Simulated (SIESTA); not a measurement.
CuO (Tenorite):

```
Cu O
1.0
     2.34185   -1.71130    0.00000
     2.34185    1.71130    0.00000
    -0.85003    0.00000    5.05787
Cu O
2 2
Direct
  0.50000 0.00000 0.50000
  0.00000 0.50000 0.00000
  0.41840 0.58160 0.75000
  0.58160 0.41840 0.25000
```

Base run:

- Program: SIESTA 5.4.2
- Functional: PBE
- Potentials or basis: PseudoDojo 0.4 standard (PBE files)
- Basis: SZ (energy shift 0.003 Ry)
- Grid cutoff: 800 Ry
- Energy shift: 0.003 Ry
- k mesh: 10 × 10 × 5
- Occupations: fermi-dirac, width 0.05 eV
- Spin: no spin polarisation

Its results: band gap on the k mesh none (metal or under the smearing width); pressure 14.1 GPa; largest force 0.037 eV/Å.

Problem. The run is repeated on the same cell with these changes: basis from SZ (energy shift 0.003 Ry) to SZP (energy shift 0.003 Ry). What comes out?

Solution. Band gap on the k mesh none (metal or under the smearing width); pressure 9.3 GPa; largest force 0.042 eV/Å.

Caveats: short orbitals over semicore shells can move pressures by several GPa; the basis of atomic orbitals isn't converged, which shifts pressures, moduli and gaps; the run has no spin polarisation, though such a crystal can be magnetic; semilocal functionals often make such compounds metallic where correlation or magnetic order opens a gap, which also shifts bond lengths; the basis has no polarisation orbitals (some runs).
